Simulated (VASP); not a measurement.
Input of a VASP 6.6.1 run:

File POSCAR:

```
TiN                                     
1.0
    0.0000000000      2.1031287509      2.1031287509
    2.1031287509      0.0000000000      2.1031287509
    2.1031287509      2.1031287509      0.0000000000
  Ti              N             
     1     1
Direct
     0.0000000000000000    0.0000000000000000    0.0000000000000000
     0.5000000000000000    0.5000000000000000    0.5000000000000000
```

Contents of INCAR.step1:

```
SYSTEM = TiN
PREC = Accurate
ENCUT = 520
EDIFF = 1E-5
ISMEAR = 0
SIGMA = 0.02
LREAL = .FALSE.
LASPH = .TRUE.
NELM = 60
ALGO = Normal
ISIF = 2
LWAVE = .TRUE.
LCHARG = .FALSE.
LMAXMIX = 4
KPAR = 4
GGA = PE
```

The input INCAR.step2:

```
SYSTEM = TiN
PREC = Accurate
ENCUT = 520
EDIFF = 1E-7
ISMEAR = 0
SIGMA = 0.02
LREAL = .FALSE.
LASPH = .TRUE.
NELM = 60
ALGO = Normal
ISIF = 2
LWAVE = .FALSE.
LCHARG = .FALSE.
LMAXMIX = 4
GGA = PE
LHFCALC = .TRUE.
HFSCREEN = 0.2
PRECFOCK = Fast
KPAR = 4
ISTART = 1
```

Contents of KPOINTS:

```
Automatic mesh
0
G
  8 8 8
  0 0 0
```

KPOINTS_OPT

```
path GXWKGLUWLK,UX
12
line-mode
reciprocal
 0.0000000000  0.0000000000  0.0000000000  G
 0.5000000000  0.0000000000  0.5000000000  X

 0.5000000000  0.0000000000  0.5000000000  X
 0.5000000000  0.2500000000  0.7500000000  W

 0.5000000000  0.2500000000  0.7500000000  W
 0.3750000000  0.3750000000  0.7500000000  K

 0.3750000000  0.3750000000  0.7500000000  K
 0.0000000000  0.0000000000  0.0000000000  G

 0.0000000000  0.0000000000  0.0000000000  G
 0.5000000000  0.5000000000  0.5000000000  L

 0.5000000000  0.5000000000  0.5000000000  L
 0.6250000000  0.2500000000  0.6250000000  U

 0.6250000000  0.2500000000  0.6250000000  U
 0.5000000000  0.2500000000  0.7500000000  W

 0.5000000000  0.2500000000  0.7500000000  W
 0.5000000000  0.5000000000  0.5000000000  L

 0.5000000000  0.5000000000  0.5000000000  L
 0.3750000000  0.3750000000  0.7500000000  K

 0.6250000000  0.2500000000  0.6250000000  U
 0.5000000000  0.0000000000  0.5000000000  X
```

Potentials or basis: VASP PAW PBE potentials, release 64 (Ti_sv, N).

The run is started by

```sh
$ cat potpaw_PBE.64/Ti_sv/POTCAR potpaw_PBE.64/N/POTCAR > POTCAR
$ cp INCAR.step1 INCAR
$ mpirun -np 4 vasp_std > vasp.out
$ cp INCAR.step2 INCAR
$ mpirun -np 4 vasp_std > vasp.out
```

**Question.** What does it give for the pressure?

**Answer.** 0.8 GPa.

**Question.** Predict the band gap along the path.

**Answer.** None (metal or under the smearing width).

Levels at the corners of the path, in eV from the Fermi level:
| point | band 4 | band 5 | band 6 | band 7 | band 8 | band 9 | band 10 | band 11 | band 12 |
| --- | --- | --- | --- | --- | --- | --- | --- | --- | --- |
| Γ | -37.35 | -19.90 | -2.94 | -2.94 | -2.94 | -0.77 | -0.77 | -0.77 | 0.90 |
| X | -37.60 | -18.31 | -7.37 | -4.38 | -4.38 | -3.84 | 2.18 | 3.11 | 3.11 |
| X | -37.60 | -18.31 | -7.37 | -4.38 | -4.38 | -3.84 | 2.18 | 3.11 | 3.11 |
| W | -37.62 | -17.77 | -6.93 | -6.93 | -6.77 | 1.13 | 1.13 | 3.12 | 3.96 |
| W | -37.62 | -17.77 | -6.93 | -6.93 | -6.77 | 1.13 | 1.13 | 3.12 | 3.96 |
| K | -37.53 | -17.82 | -7.30 | -7.22 | -5.73 | -0.64 | 2.60 | 2.97 | 4.54 |
| K | -37.53 | -17.82 | -7.30 | -7.22 | -5.73 | -0.64 | 2.60 | 2.97 | 4.56 |
| Γ | -37.35 | -19.90 | -2.94 | -2.94 | -2.94 | -0.77 | -0.77 | -0.77 | 0.90 |
| Γ | -37.35 | -19.90 | -2.94 | -2.94 | -2.94 | -0.77 | -0.77 | -0.77 | 0.90 |
| L | -37.41 | -17.07 | -9.90 | -6.88 | -6.88 | 2.26 | 2.26 | 3.01 | 6.39 |
| L | -37.41 | -17.07 | -9.90 | -6.88 | -6.88 | 2.26 | 2.26 | 3.01 | 6.41 |
| U | -37.53 | -17.82 | -7.30 | -7.22 | -5.73 | -0.64 | 2.60 | 2.97 | 4.48 |
| U | -37.53 | -17.82 | -7.30 | -7.22 | -5.73 | -0.64 | 2.60 | 2.97 | 4.53 |
| W | -37.62 | -17.77 | -6.93 | -6.93 | -6.77 | 1.13 | 1.13 | 3.12 | 3.96 |
| W | -37.62 | -17.77 | -6.93 | -6.93 | -6.77 | 1.13 | 1.13 | 3.12 | 3.96 |
| L | -37.41 | -17.07 | -9.90 | -6.88 | -6.88 | 2.26 | 2.26 | 3.01 | 6.40 |
| L | -37.41 | -17.07 | -9.90 | -6.88 | -6.88 | 2.26 | 2.26 | 3.01 | 6.40 |
| K | -37.53 | -17.82 | -7.30 | -7.22 | -5.73 | -0.64 | 2.60 | 2.97 | 4.49 |
| U | -37.53 | -17.82 | -7.30 | -7.22 | -5.73 | -0.64 | 2.60 | 2.97 | 4.48 |
| X | -37.60 | -18.31 | -7.37 | -4.38 | -4.38 | -3.84 | 2.18 | 3.11 | 3.11 |

Caveat: the PAW data sets were made with another functional, which shifts forces and pressure a little.
